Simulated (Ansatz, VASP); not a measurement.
## TePb: VASP beside Ansatz

POSCAR

```
TePb
1.0
    0.0000000000      3.6414940692      3.6414940692
    3.5926980487      0.0000000000      3.6414940692
    3.5926980487      3.6414940692      0.0000000000
Pb Te
1 1
Direct
    0.0000000000      0.0000000000      0.0000000000
    0.2500000000      0.2500000000      0.2500000000
```

The input INCAR.step1:

```
PREC = Accurate
ENCUT = 520
ISMEAR = 0
SIGMA = 0.01
LREAL = False
LASPH = True
NELM = 100
NBANDS = 17
GGA = PE
ALGO = Normal
EDIFF = 1E-4
LWAVE = True
LCHARG = False
```

The input INCAR.step2:

```
PREC = Accurate
ENCUT = 520
EDIFF = 1E-6
ISMEAR = 0
SIGMA = 0.01
LREAL = False
LASPH = True
NELM = 100
ALGO = Normal
ISIF = 2
LWAVE = False
LCHARG = False
METAGGA = R2SCAN
LMIXTAU = True
NBANDS = 17
ISTART = 1
```

KPOINTS

```
Automatic mesh
0
Gamma
  6 6 6
```

Input for Ansatz:

```yaml
crystal:
  lattice:
    - [0.0, 3.6414940692, 3.6414940692]
    - [3.5926980487, 0.0, 3.6414940692]
    - [3.5926980487, 3.6414940692, 0.0]
  atoms:
    - { symbol: Pb, position: [0.0, 0.0, 0.0] }
    - { symbol: Te, position: [0.25, 0.25, 0.25] }
kpoints:
  mp_grid: { grid: [6, 6, 6] }
  band_path:
    path:
      - [0.0, 0.0, 0.0]
      - [-0.5, -0.5, 0.0]
      - [-0.375, -0.375, 0.25]
      - [-0.375, 0.0, 0.375]
      - [0.0, 0.0, 0.5]
      - [-0.5, -0.25, 0.25]
      - [-0.5, 0.25, -0.25]
      - [0.0, 0.5, 0.5]
    npoints: 1
hamiltonian:
  xc: r2scan
scf:
  occupations: { method: fixed }
  n_extra_bands: 4
output:
  forces: true
  stress: true
  eigenvalues: true
  write_density: true
  write_potential: true
  elf: true
  volumetric_format: npy
```

Change from the starting cell: uniaxial_x strain -1.3%.

Alike in both runs: task single point; functional r2SCAN; k mesh 6 × 6 × 6; no spin polarisation.

```csv
,VASP,Ansatz
version,VASP 6.6.1,Ansatz 0.2.0
potentials or method,"VASP PAW PBE potentials, release 64 (Pb_d, Te)","plane waves, PAW"
plane-wave cutoff (eV),520,500
occupations,"gaussian, width 0.01 eV",fixed
valence electrons in the cell,20,30
```

```tsv
	VASP	Ansatz	Ansatz less VASP
gap on the k mesh at the Fermi level (eV)	0.83	0.83	+0.003
pressure (GPa)	0.4	0.4	+0.01
```

The two sets of potentials don't hold the same shells in valence.

Caveats: the PAW data sets were made with another functional, which shifts forces and pressure a little (VASP); spin-orbit coupling is left out, which as a rule narrows the gap of such compounds by several tenths of an eV. A k mesh can miss the band edges.
